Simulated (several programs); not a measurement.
# What each method gives for MoS2 (P-6m2)

A 3-atom cell of MoS2 (P-6m2) from a materials database, relaxed with r2SCAN+rVV10 in Ansatz, was computed with several methods. The symmetry is P-6m2 (No. 187, hexagonal); conventional cell a = 3.171 Å, c = 6.810 Å, 19.77 Å³ an atom. Mo has 6 S at 2.40 Å; S has 3 Mo at 2.40 Å. The values are computed, spin-unpolarised, and not measurements.

Space group P-6m2 (No. 187). a = 3.171 Å, b = 3.171 Å, c = 6.810 Å, α = 90.00°, β = 90.00°, γ = 120.00°
```csv
atom,site,symmetry,x,y,z
Mo,1a,-6m2,0.0000,0.0000,0.0000
S,2h,3m.,0.3333,0.6667,0.2285
```

Gaps and times are for a single point on this cell; volume and bulk modulus come from each method's own relaxation or energy curve at fixed shape, which is too stiff where a cell has free coordinates or axes. Times are rough, from shared hosts (Arm Neoverse N1; Arm Neoverse V1; Arm Neoverse V2), and each method has its own mesh and cell size. A double dagger marks a value from a curve with shape and coordinates held. PM6 (MOPAC), PM7 (MOPAC), GFN1-xTB (tblite), GFN2-xTB (tblite) treat a cluster of cells at its zone centre, which samples few k points: where these miss a band edge, the gap comes out too large for that reason alone. Gaps from k meshes are read at a limited set of points (mesh, symmetry points, PBE's band edges), so each method's own least gap may be somewhat smaller. Force fields have no electrons; where one was fitted to this phase, its volume and modulus reflect the fit. xTB and the PM methods were fitted mostly to molecules, and can miss a solid's gap by electronvolts. Minimal bases can be far off for gaps. Times of the plane-wave ladder aren't listed, since it ran on unlike processors and cards. Curves at held shape can't give the bulk modulus of a layered or molecular crystal, so none is listed. GLLB-SC's gap includes the derivative discontinuity. G0W0 is at finite bands, cutoff and mesh. d marks a direct gap, i an indirect one (no mark: not told apart), a dash a value that wasn't computed or didn't pass its checks.

```
                               method              kind  gap (eV)  own volume (Å³/atom)  bulk modulus (GPa)  atoms computed  processor time
                           PBE-D3(BJ)         semilocal         –                 19.15                   –               3               –
                         r2SCAN+rVV10         semilocal         –                 19.77                   –               3               –
                               PBE-D4         semilocal         –                 19.18                   –               3               –
                 MoS.rebomos (LAMMPS)       force field         –                 18.80                   –               3          0.13 s
 light PBE (260 eV and a coarse mesh)  light plane-wave    1.25 i                     –                   –               3           1.4 s
                    GFN1-xTB (tblite)     tight binding      1.63                21.15‡                   –         cluster             4 s
                    GFN2-xTB (tblite)     tight binding      1.83                20.19‡                   –         cluster           6.1 s
                                  LDA         semilocal    1.23 i                     –                   –               3               –
                                  PBE         semilocal    1.27 i                     –                   –               3               –
                       PBE/SZV (CP2K)       small basis    0.75 i                20.49‡                   –               3            12 s
                       GLLB-SC (GPAW)   model potential      1.80                     –                   –               3            19 s
                               r2SCAN         semilocal    1.34 i                     –                   –               3               –
               PBE/single zeta (GPAW)       small basis    0.92 i                     –                   –               3            33 s
                      PBE/DZVP (CP2K)       small basis    1.27 i                20.09‡                   –               3            42 s
                              PBE+SOC         semilocal    1.26 i                     –                   –               3               –
                          PM7 (MOPAC)    semi-empirical      3.89                     –                   –         cluster            59 s
                          PM6 (MOPAC)    semi-empirical      3.95                     –                   –         cluster           100 s
                                 PBE0            hybrid    2.43 i                     –                   –               3               –
                                HSE06            hybrid    1.76 i                     –                   –               3               –
                              r2SCANh            hybrid    1.80 i                     –                   –               3               –
                              r2SCAN0            hybrid    2.49 i                     –                   –               3               –
                             DDH-PBE0            hybrid    1.70 i                     –                   –               3               –
   G0W0@LDA (140 eV screening cutoff)         many-body      1.67                     –                   –               3               –
                            HSE06+SOC            hybrid    1.75 i                     –                   –               3               –
 G0W0@HSE06 (140 eV screening cutoff)         many-body      1.95                     –                   –               3               –
G0W0@r2SCAN (210 eV screening cutoff)         many-body      1.81                     –                   –               3               –
   G0W0@PBE (220 eV screening cutoff)         many-body      1.73                     –                   –               3               –
```

Against HSE06 (1.76 eV) and with closed or daggered gaps left aside, the nearest gap at the points sampled is that of HSE06+SOC (-0.01 eV) and the farthest that of PM6 (MOPAC) (+2.19 eV). HSE06 is only a yardstick of convenience, and nearness to it can be luck.

Runs without a result: non-self-consistent DFTB (CP2K) (single point).

Only the rows marked +SOC include spin-orbit coupling.
